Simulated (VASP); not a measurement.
# WC (Qusongite) (P-6m2) in VASP: settings compared

Aim: see how the results for WC (Qusongite) move with the level of theory and the settings. Levels: PBEsol, r2SCAN, LDA. Tasks: phonons, elastic constants.

All numbers are computed with VASP 6.6.1; they aren't measurements. Logs are shortened: lines on timing, memory, paths and dates and some standing lists are left out, and cuts for length are marked.

## 1. The crystal as given

Symmetry: P-6m2, No. 187, hexagonal system. The conventional cell has a = 2.901 Å, b = 2.901 Å, c = 2.831 Å, α = 90.00°, β = 90.00°, γ = 120.00°. W (site symmetry -6m2) has 6 C at 2.19 Å as nearest neighbours. C (site symmetry -6m2) is surrounded by 6 W at 2.19 Å.

## 2. Phonons, PBEsol

Contents of POSCAR:

```
WC
1.0
    2.9010185550      0.0000000000      0.0000000000
   -1.4505092776      2.5123557655      0.0000000000
    0.0000000000     -0.0000000000      2.8306118351
  W               C
     1     1
Direct
     0.0000000000000000    1.0000000000000000    1.0000000000000000
     0.6666666667000030    0.3333333332999970    0.5000000000000000
```

Contents of INCAR.step1:

```
SYSTEM = WC
ALGO = Normal
EDIFF = 1E-8
EDIFFG = -0.002
ENCUT = 600
GGA = PS
IBRION = 2
ISIF = 3
ISMEAR = 1
KPAR = 2
LASPH = .TRUE.
LCHARG = .FALSE.
LREAL = .FALSE.
LWAVE = .FALSE.
NELM = 80
NSW = 40
PREC = Accurate
SIGMA = 0.2
```

Contents of INCAR.step2:

```
SYSTEM = WC
ALGO = Normal
EDIFF = 1E-8
ENCUT = 600
GGA = PS
IBRION = 6
ISIF = 2
ISMEAR = 1
KPAR = 2
LASPH = .TRUE.
LCHARG = .FALSE.
LREAL = .FALSE.
LWAVE = .FALSE.
NELM = 80
NFREE = 2
NSW = 1
POTIM = 0.015
PREC = Accurate
SIGMA = 0.2
```

Contents of KPOINTS:

```
k-points
0
G
  27 27 24
  0 0 0
```

Potentials or basis: VASP PAW PBE potentials, release 64 (W_sv, C).

Command:

```sh
> cat potpaw_PBE.64/W_sv/POTCAR potpaw_PBE.64/C/POTCAR > POTCAR
> cp INCAR.step1 INCAR
> mpirun -np 2 vasp_std > vasp.out
> cp CONTCAR POSCAR
> cp INCAR.step2 INCAR
> mpirun -np 2 vasp_std > vasp.out
```

OUTCAR:

```text
SYSTEM = WC
   EDIFF = 1E-8
   ENCUT = 600
   GGA = PS
   IBRION = 6
   ISIF = 2
   ISMEAR = 1
   LASPH = .TRUE.
   LREAL = .FALSE.
   NELM = 80
   NFREE = 2
   NSW = 1
   POTIM = 0.015
   PREC = Accurate

 ion  position               nearest neighbor table
   1  0.000  0.000  0.000-   2 2.19   2 2.19   2 2.19   2 2.19   2 2.19   2 2.19
   2  0.667  0.333  0.500-   1 2.19   1 2.19   1 2.19   1 2.19   1 2.19   1 2.19

  LATTYP: Found a hexagonal cell.
 ALAT       =     2.9014981903
 C/A-ratio  =     0.9754269559

  Lattice vectors:

 A1 = (   2.9014981903,  -0.0000000000,   0.0000000000)
 A2 = (  -1.4507490953,   2.5127711419,   0.0000000000)
 A3 = (   0.0000000000,   0.0000000000,   2.8301995472)

Analysis of symmetry for initial positions (statically):
=====================================================================
 Subroutine PRICEL returns:
 Original cell was already a primitive cell.

 Routine SETGRP: Setting up the symmetry group for a
 hexagonal supercell.

 Subroutine GETGRP returns: Found 12 space group operations
 (whereof 12 operations were pure point group operations)
 out of a pool of 24 trial point group operations.

The static configuration has the point symmetry D_3h.

Analysis of symmetry for dynamics (positions and initial velocities):
=====================================================================
 Subroutine PRICEL returns:
 Original cell was already a primitive cell.

 Routine SETGRP: Setting up the symmetry group for a
 hexagonal supercell.

 Subroutine GETGRP returns: Found 12 space group operations
 (whereof 12 operations were pure point group operations)
 out of a pool of 24 trial point group operations.

The dynamic configuration has the point symmetry D_3h.

 Subroutine INISYM returns: Found 12 space group operations
 (whereof 12 operations are pure point group operations),
 and found     1 'primitive' translations

----------------------------------------------------------------------------------------

                                     Primitive cell

  volume of cell :      20.6344

  direct lattice vectors                    reciprocal lattice vectors
     2.901498190 -0.000000000  0.000000000     0.344649534  0.198983501  0.000000000
    -1.450749095  2.512771142  0.000000000     0.000000000  0.397967003  0.000000000
     0.000000000  0.000000000  2.830199547     0.000000000  0.000000000  0.353331977

  length of vectors
     2.901498190  2.901498190  2.830199547     0.397967003  0.397967003  0.353331977

  position of ions in fractional coordinates (direct lattice)
     0.000000000  0.000000000  0.000000000
     0.666666667  0.333333333  0.500000000

  ion indices of the primitive-cell ions
   primitive index   ion index
                 1           1
                 2           2

----------------------------------------------------------------------------------------

 KPOINTS: k-points

Automatic generation of k-mesh.
 Grid dimensions read from file:
 generate k-points for:   27   27   24

 Generating k-lattice:

  Cartesian coordinates                     Fractional coordinates (reciprocal lattice)
     0.012764798  0.007369759  0.000000000     0.037037037  0.000000000  0.000000000
     0.000000000  0.014739519  0.000000000    -0.000000000  0.037037037  0.000000000
     0.000000000  0.000000000  0.014722166     0.000000000  0.000000000  0.041666667

  Length of vectors
[... 64 lines left out ...]
   TEBEG  =    0.0;   TEEND  =   0.0 temperature during run
   PSTRESS=    0.0 pullay stress
   NELECT =      18.0000    total number of electrons
   NUPDOWN=      -1.0000    fix difference up-down
   EMIN   =  10.00;   EMAX   =-10.00  energy-range for DOS
   EFERMI =   0.00;   METHOD = LEGACY
   ISMEAR =     1;   SIGMA  =   0.20  broadening in eV -4-tet -1-fermi 0-gaus
   EFERMI_NEDOS =   21; number of points for ismear=-14 and -15
   IALGO  =     38    algorithm
   IMIX   =      4    mixing-type and parameters
     AMIX     =   0.40;   BMIX     =  1.00
     AMIX_MAG =   1.60;   BMIX_MAG =  1.00
  volume/ion in A,a.u.               =      10.32        69.62
  Fermi-wavevector in a.u.,A,eV,Ry     =   1.564233  2.955973 33.291092  2.446826
  Thomas-Fermi vector in A             =   2.666887
   LORBIT       =      0    0 simple, 1 ext, 2 COOP (PROOUT), +10 PAW based schemes
   GGA     = PS    functional components
   LHFCALC =     F    Hartree Fock is set to
   AEXX    =    0.0000 exact exchange contribution
   IVDW    =     0    specifies the selected vdW correction
   LEPSILON=     F    determine dielectric tensor
   LRPA    =     F    only Hartree local field effects (RPA)
 finite differences with symmetry
 non-spin polarized calculation
 Methfessel and Paxton  Order N= 1 SIGMA  =   0.20
  energy-cutoff  :      600.00
  volume of cell :       20.63
 maximum number of plane-waves:       702
 NGX is ok and might be reduce to    24
   NGX = 11   NGY = 11   NGZ = 11

--------------------------------------- Ionic step        1  -------------------------------------------

 number of electron      18.0000001 magnetization

 Free energy of the ion-electron system (eV)
  ---------------------------------------------------
  ext. energy  EPLUGINS =         0.00000000
  ---------------------------------------------------
  free energy    TOTEN  =       -23.90064186 eV

  energy without entropy =      -23.90080987  energy(sigma->0) =      -23.90069786

------------------------ aborting loop because EDIFF is reached ----------------------------------------

  FORCE on cell =-STRESS in cart. coord.  units (eV):
  Direction    XX          YY          ZZ          XY          YZ          ZX
  --------------------------------------------------------------------------------------
  -------------------------------------------------------------------------------------
  Total       -0.0002956     -0.0002956      0.0008055      0.0000000     -0.0000000      0.0000000
  in kB       -0.0229489     -0.0229489      0.0625429      0.0000000     -0.0000000      0.0000000
  external PRESSURE =       0.0055484 kB  Pullay stress =       0.0000000 kB
[... 275 lines left out ...]
--------------------------------------- Ionic step        9  -------------------------------------------

 number of electron      18.0000001 magnetization

 Free energy of the ion-electron system (eV)
  ---------------------------------------------------
  ext. energy  EPLUGINS =         0.00000000
  ---------------------------------------------------
  free energy    TOTEN  =       -23.89901595 eV

  energy without entropy =      -23.89917953  energy(sigma->0) =      -23.89907048

 E-fermi :  11.0072     XC(G=0): -13.9592

 val. band max:       11.0056761318   @ k =  -0.0370   0.1481   0.4167
 cond. band min:      11.0095665611   @ k =   0.1111   0.0370   0.4583
 fundamental gap:      0.0038904292
 Fermi energy:        11.0072191451

 k-point     1 :       0.0000    0.0000    0.0000
  band No.  band energies     occupation
      1     -62.9102      2.00000
      2     -26.8963      2.00000
      3     -26.7920      2.00000
      4     -26.7920      2.00000
      5      -3.4587      2.00000
      6       6.6476      2.00000
      7       7.6545      2.00000
      8       7.6545      2.00000
      9      11.1411      0.10239
     10      14.2645     -0.00000
     11      14.2645     -0.00000
     12      16.7055      0.00000
     13      16.7055      0.00000
[... 354 lines left out ...]
  band No.  band energies     occupation
      1     -62.8569      2.00000
      2     -27.5315      2.00000
      3     -26.9720      2.00000
      4     -26.7947      2.00000
      5      -0.5732      2.00000
      6       4.3074      2.00000
      7       7.6196      2.00000
      8       7.6869      2.00000
      9      10.1875      2.00000
     10      13.3941     -0.00000
     11      14.9611     -0.00000
     12      15.7169      0.00000
     13      17.8770      0.00000

 [... further k-points ...]

------------------------ aborting loop because EDIFF is reached ----------------------------------------

  FORCE on cell =-STRESS in cart. coord.  units (eV):
  Direction    XX          YY          ZZ          XY          YZ          ZX
  --------------------------------------------------------------------------------------
  -------------------------------------------------------------------------------------
  Total        0.0052428      0.0052428      0.0098506     -0.0000000     -0.0000000      0.0000000
  in kB        0.4070792      0.4070792      0.7648589     -0.0000000     -0.0000000      0.0000000
  external PRESSURE =       0.5263391 kB  Pullay stress =       0.0000000 kB
[... 17 lines left out ...]
  FREE ENERGIE OF THE ION-ELECTRON SYSTEM (eV)
  ---------------------------------------------------
  free  energy   TOTEN  =       -23.8990159544 eV

  energy  without entropy=      -23.8991795317  energy(sigma->0) =      -23.89907048

 INTERNAL STRAIN TENSORS FROM DISPLACED ATOMS
 ============================================

 INTERNAL STRAIN TENSOR FOR ION    1 for displacements in x,y,z  (eV/Angst):
          X           Y           Z          XY          YZ          ZX
  --------------------------------------------------------------------------------
  x    -0.00000     0.00000     0.00000     5.63356     0.00000     0.00000
  y     5.63356    -5.63356     0.00000     0.00000     0.00000     0.00000
  z     0.00000     0.00000     0.00000     0.00000     0.00000     0.00000

 INTERNAL STRAIN TENSOR FOR ION    2 for displacements in x,y,z  (eV/Angst):
          X           Y           Z          XY          YZ          ZX
  --------------------------------------------------------------------------------
  x     0.00000    -0.00000     0.00000    -5.64181     0.00000     0.00000
  y    -5.64181     5.64181     0.00000    -0.00000     0.00000     0.00000
  z     0.00000     0.00000     0.00000     0.00000     0.00000     0.00000

 Eigenvectors and eigenvalues of the dynamical matrix
 ----------------------------------------------------

   1 f  =   18.605760 THz   116.903435 2PiTHz  620.621337 cm-1    76.947204 meV
             X         Y         Z           dx          dy          dz
      0.000000  0.000000  0.000000     0.157017   -0.191486   -0.000000
      1.450749  0.837590  1.415100    -0.614325    0.749188   -0.000000
[... 21 lines left out ...]
   6 f/i=    0.000698 THz     0.004383 2PiTHz    0.023270 cm-1     0.002885 meV
             X         Y         Z           dx          dy          dz
      0.000000  0.000000  0.000000    -0.000000   -0.000000   -0.968843
      1.450749  0.837590  1.415100    -0.000000   -0.000000   -0.247675

 ELASTIC MODULI CONTR FROM IONIC RELAXATION (kBar)
 Direction    XX          YY          ZZ          XY          YZ          ZX
 --------------------------------------------------------------------------------
 XX        -154.5400    154.5400     -0.0000      0.0000      0.0000      0.0000
 YY         154.5400   -154.5400     -0.0000      0.0000     -0.0000     -0.0000
 ZZ          -0.0000     -0.0000     -0.0000      0.0000      0.0000      0.0000
 XY           0.0000      0.0000      0.0000   -154.5400     -0.0000     -0.0000
 YZ           0.0000     -0.0000      0.0000     -0.0000     -0.0000      0.0000
 ZX           0.0000     -0.0000      0.0000     -0.0000      0.0000     -0.0000
 --------------------------------------------------------------------------------
```

Run time: 21 min. Hardware: 2 MPI ranks of Intel Xeon Platinum 8488C (Sapphire Rapids), shared host; peak memory 2.4 GiB.

What came out:

```yaml
Highest_phonon_frequency_at_Γ_LO-TO_splitting_left_out: 621 cm⁻¹
```

Phonon frequencies in cm⁻¹ (negative: imaginary):
| q point | frequencies |
| --- | --- |
| (0.000, 0.000, 0.000) | 0 0 0 591 621 621 |

Caveat: the PAW data sets were made with another functional, which shifts forces and pressure a little.

## 3. Elastic constants, r2SCAN

This run uses another cell than the first one, of 10.46 Å³/atom, 1.014 times its volume.

Contents of POSCAR:

```
WC
1.0
    2.9161513407      0.0000000000      0.0000000000
   -1.4580756704      2.5254611423      0.0000000000
    0.0000000000      0.0000000000      2.8400539197
  W               C
     1     1
Direct
     0.0000000000000000    0.0000000000000000    0.0000000000000000
     0.6666666667000030    0.3333333332999970    0.5000000000000000
```

Contents of INCAR.step1:

```
  PREC = Accurate
  ENCUT = 600
  EDIFF = 1E-8
  ISMEAR = 1
  SIGMA = 0.1
  LREAL = F
  LASPH = T
  NELM = 80
  ALGO = Normal
  ISIF = 3
  LWAVE = F
  LCHARG = F
  METAGGA = R2SCAN
  LMIXTAU = T
  IBRION = 2
  NSW = 40
  EDIFFG = -0.002
```

Contents of INCAR.step2:

```
  PREC = Accurate
  ENCUT = 600
  EDIFF = 1E-8
  ISMEAR = 1
  SIGMA = 0.1
  LREAL = F
  LASPH = T
  NELM = 80
  ALGO = Normal
  ISIF = 3
  LWAVE = F
  LCHARG = F
  METAGGA = R2SCAN
  LMIXTAU = T
  IBRION = 6
  NFREE = 2
  POTIM = 0.015
  NSW = 1
```

Contents of KPOINTS:

```
regular mesh
0
Gamma
  15 15 13
```

Potentials or basis: VASP PAW PBE potentials, release 64 (W_sv, C).

Command:

```sh
> cat potpaw_PBE.64/W_sv/POTCAR potpaw_PBE.64/C/POTCAR > POTCAR
> cp INCAR.step1 INCAR
> mpirun -np 1 vasp_std > vasp.out
> cp CONTCAR POSCAR
> cp INCAR.step2 INCAR
> mpirun -np 1 vasp_std > vasp.out
```

Wall time 87 min (1 thread of Intel Xeon Platinum 8375C at 2.90GHz (Ice Lake), shared host); peak memory 0.62 GiB.

The run converged. Its results:

```
Voigt bulk modulus                                      : 405 GPa
Highest phonon frequency at Γ, LO-TO splitting left out : 618 cm⁻¹
```

Phonon frequencies in cm⁻¹ (negative: imaginary):
```csv
q point,frequencies
"(0.000, 0.000, 0.000)",0 0 0 566 618 618
```

Elastic tensor in Voigt notation (GPa, in the Cartesian axes of the cell as first typed):
```
727 253 172   0   0   0
253 727 172   0   0   0
172 172 999   0   0   0
  0   0   0 315   0   0
  0   0   0   0 315   0
  0   0   0   0   0 237
```

Clamped-ion elastic tensor (GPa):
```
736 243 172   0   0   0
243 736 172   0   0   0
172 172 999   0   0   0
  0   0   0 315   0   0
  0   0   0   0 315   0
  0   0   0   0   0 246
```

Caveat: the PAW data sets were made with another functional, which shifts forces and pressure a little.

## 4. Phonons, LDA

This run uses another cell than the first one, of 10.19 Å³/atom, 0.988 times its volume.

Contents of POSCAR:

```
WC
1.0
    2.8895378121      0.0000000000      0.0000000000
   -1.4447689061      2.5024131504      0.0000000000
    0.0000000000      0.0000000000      2.8178632058
  W               C
     1     1
Direct
     0.0000000000000000    0.0000000000000000    0.0000000000000000
     0.6666666667000030    0.3333333332999970    0.5000000000000000
```

Contents of INCAR.step1:

```
SYSTEM = WC
PREC = Accurate
ENCUT = 600
EDIFF = 1E-8
ISMEAR = 1
SIGMA = 0.2
LREAL = .FALSE.
LASPH = .TRUE.
NELM = 80
ALGO = Fast
ISIF = 3
LWAVE = .FALSE.
LCHARG = .FALSE.
KPAR = 2
IBRION = 2
NSW = 40
EDIFFG = -0.002
```

Contents of INCAR.step2:

```
SYSTEM = WC
PREC = Accurate
ENCUT = 600
EDIFF = 1E-8
ISMEAR = 1
SIGMA = 0.2
LREAL = .FALSE.
LASPH = .TRUE.
NELM = 80
ALGO = Fast
ISIF = 2
LWAVE = .FALSE.
LCHARG = .FALSE.
KPAR = 2
IBRION = 6
NFREE = 2
POTIM = 0.015
NSW = 1
```

Contents of KPOINTS:

```
regular mesh
0
G
  27 27 24
  0 0 0
```

Potentials or basis: VASP PAW LDA potentials, release 64 (W_sv, C).

Command:

```sh
> cat potpaw_LDA.64/W_sv/POTCAR potpaw_LDA.64/C/POTCAR > POTCAR
> cp INCAR.step1 INCAR
> mpirun -np 2 vasp_std > vasp.out
> cp CONTCAR POSCAR
> cp INCAR.step2 INCAR
> mpirun -np 2 vasp_std > vasp.out
```

OUTCAR:

```text
SYSTEM = WC
   PREC = Accurate
   ENCUT = 600
   EDIFF = 1E-8
   ISMEAR = 1
   LREAL = .FALSE.
   LASPH = .TRUE.
   NELM = 80
   ISIF = 2
   IBRION = 6
   NFREE = 2
   POTIM = 0.015
   NSW = 1

 ion  position               nearest neighbor table
   1  0.000  0.000  0.000-   2 2.18   2 2.18   2 2.18   2 2.18   2 2.18   2 2.18
   2  0.667  0.333  0.500-   1 2.18   1 2.18   1 2.18   1 2.18   1 2.18   1 2.18
[... 919 lines left out ...]
  x    -0.00000     0.00000     0.00000     5.82520     0.00000     0.00000
  y     5.82520    -5.82520    -0.00000     0.00000     0.00000     0.00000
  z     0.00000     0.00000     0.00000     0.00000     0.00000     0.00000

 INTERNAL STRAIN TENSOR FOR ION    2 for displacements in x,y,z  (eV/Angst):
          X           Y           Z          XY          YZ          ZX
  --------------------------------------------------------------------------------
  x     0.00000    -0.00000     0.00000    -5.81866     0.00000     0.00000
  y    -5.81866     5.81866    -0.00000    -0.00000     0.00000     0.00000
  z     0.00000     0.00000     0.00000     0.00000    -0.00000     0.00000

 Eigenvectors and eigenvalues of the dynamical matrix
 ----------------------------------------------------

   1 f  =   18.845882 THz   118.412168 2PiTHz  628.630953 cm-1    77.940270 meV
             X         Y         Z           dx          dy          dz
      0.000000  0.000000  0.000000     0.236872   -0.072276    0.000000
      1.444920  0.834225  1.408885    -0.926671    0.282751    0.000000
[... 21 lines left out ...]
   6 f/i=    0.000408 THz     0.002563 2PiTHz    0.013609 cm-1     0.001687 meV
             X         Y         Z           dx          dy          dz
      0.000000  0.000000  0.000000    -0.000000    0.000000   -0.968847
      1.444920  0.834225  1.408885    -0.000000    0.000000   -0.247659

 ELASTIC MODULI CONTR FROM IONIC RELAXATION (kBar)
 Direction    XX          YY          ZZ          XY          YZ          ZX
 --------------------------------------------------------------------------------
 XX        -162.6325    162.6325      0.0000      0.0000     -0.0000      0.0000
 YY         162.6325   -162.6325     -0.0000      0.0000      0.0000     -0.0000
 ZZ           0.0000     -0.0000     -0.0000     -0.0000      0.0000      0.0000
 XY           0.0000      0.0000     -0.0000   -162.6325     -0.0000     -0.0000
 YZ          -0.0000      0.0000      0.0000     -0.0000     -0.0000     -0.0000
 ZX           0.0000     -0.0000      0.0000     -0.0000     -0.0000     -0.0000
 --------------------------------------------------------------------------------
```

OUTCAR.step1:

```text
SYSTEM = WC
   PREC = Accurate
   ENCUT = 600
   EDIFF = 1E-8
   ISMEAR = 1
   LREAL = .FALSE.
   LASPH = .TRUE.
   NELM = 80
[... 858 lines left out ...]
  -------------------------------------------------------------------------------------
  Total        0.0005716      0.0005716      0.0000711     -0.0000000     -0.0000000      0.0000000
  in kB        0.0449402      0.0449402      0.0055892     -0.0000000     -0.0000000      0.0000000
  external PRESSURE =       0.0318232 kB  Pullay stress =       0.0000000 kB
[... 17 lines left out ...]
  FREE ENERGIE OF THE ION-ELECTRON SYSTEM (eV)
  ---------------------------------------------------
  free  energy   TOTEN  =       -24.7013420466 eV

  energy  without entropy=      -24.7015810488  energy(sigma->0) =      -24.70142171

 reached required accuracy - stopping structural energy minimisation
```

Run time: 34 min. Hardware: 2 MPI ranks of Intel Xeon Platinum 8488C (Sapphire Rapids), shared host; peak memory 2.4 GiB.

What came out:

```yaml
Highest_phonon_frequency_at_Γ_LO-TO_splitting_left_out: 629 cm⁻¹
```

Phonon frequencies in cm⁻¹ (negative: imaginary):
| q point | frequencies |
| --- | --- |
| (0.000, 0.000, 0.000) | 0 0 0 598 629 629 |

Spin-orbit coupling is left out, which matters for the levels of W.
